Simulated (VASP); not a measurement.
Input of a VASP 6.6.1 run:

The input INCAR:

```
PREC     = Accurate       # precision mode
ENCUT    = 520            # plane-wave cutoff, eV
EDIFF    = 1E-7           # SCF threshold, eV
ISMEAR   = 0              # smearing method
SIGMA    = 0.1            # smearing width, eV
LREAL    = F              # projectors in reciprocal space
LASPH    = T              # aspherical terms in the spheres
NELM     = 120            # most SCF steps
ALGO     = Normal         # electronic algorithm
ISIF     = 3              # what is computed and relaxed
LWAVE    = F              # write WAVECAR
LCHARG   = F              # write CHGCAR
GGA      = PE             # functional
IBRION   = 2              # ionic algorithm
NSW      = 60             # ionic steps
EDIFFG   = -0.005         # ionic threshold
POTIM    = 0.3            # step
```

Contents of KPOINTS:

```
Automatic mesh
0
Gamma
  13 13 10
```

Contents of POSCAR:

```
HfB2                                    
1.0
    3.1428042532     -0.0000000000      0.0000000000
   -1.5714021266      2.7217483245      0.0000000000
    0.0000000000     -0.0000000000      3.4873769968
  Hf              B             
     1     2
Direct
     1.0000000000000000    0.0000000000000000    1.0000000000000000
     0.3333333300000021    0.6666666699999979    0.5000000000000000
     0.6666666699999979    0.3333333300000021    0.5000000000000000
```

Potentials or basis: VASP PAW PBE potentials, release 64 (Hf_pv, B).

Command:

```sh
$ cat potpaw_PBE.64/Hf_pv/POTCAR potpaw_PBE.64/B/POTCAR > POTCAR
$ mpirun -np 1 vasp_std > vasp.out
```

Q: Estimate the band gap on the k mesh.

A: None (metal or under the smearing width).

Final structure:
```
Hf B
1.0
     3.14280    0.00000    0.00000
    -1.57140    2.72175    0.00000
     0.00000    0.00000    3.48738
Hf B
1 2
Direct
  0.00000 0.00000 0.00000
  0.33333 0.66667 0.50000
  0.66667 0.33333 0.50000
```

Caveat: the relaxation stopped at its first step, so nothing moved. The run has no spin-orbit coupling, so splittings on Hf are missing.
